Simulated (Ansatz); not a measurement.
Input and command of a plane-wave DFT calculation in Ansatz:

```yaml
crystal:
  lattice:
    - [0.0, 2.7107125, 2.9305]
    - [2.7107125, 0.0, 2.9305]
    - [2.7107125, 2.7107125, 0.0]
  atoms:
    - { symbol: In, position: [0.0, 0.0, 0.0] }
    - { symbol: P, position: [0.75, 0.75, 0.75] }
basis:
  ecutwfc: 500
kpoints:
  mp_grid: { grid: [8, 8, 8] }
hamiltonian:
  xc: r2scan
scf:
  occupations: { method: gaussian, width: 0.05 }
output:
  forces: true
  stress: true
  eigenvalues: true
  write_density: true
  write_potential: true
  elf: true
  volumetric_format: npy
```

```bash
ansatz run input.yaml --threads 1 --pin off --max-ram 2560MiB --backend cpu --events-out ev --progress --plain --runs-dir out
```

Processor: Arm Neoverse V1, 1 thread, on a host shared with other jobs.

Q: How long does it run, and how much memory does it take?

A: About 12 s on 1 thread of Arm Neoverse V1 (shared host), peak memory 0.45 GiB. It solves 13 bands at 59 k points (the mesh reduced by symmetry) with about 1095 plane waves, in 6 SCF iterations.
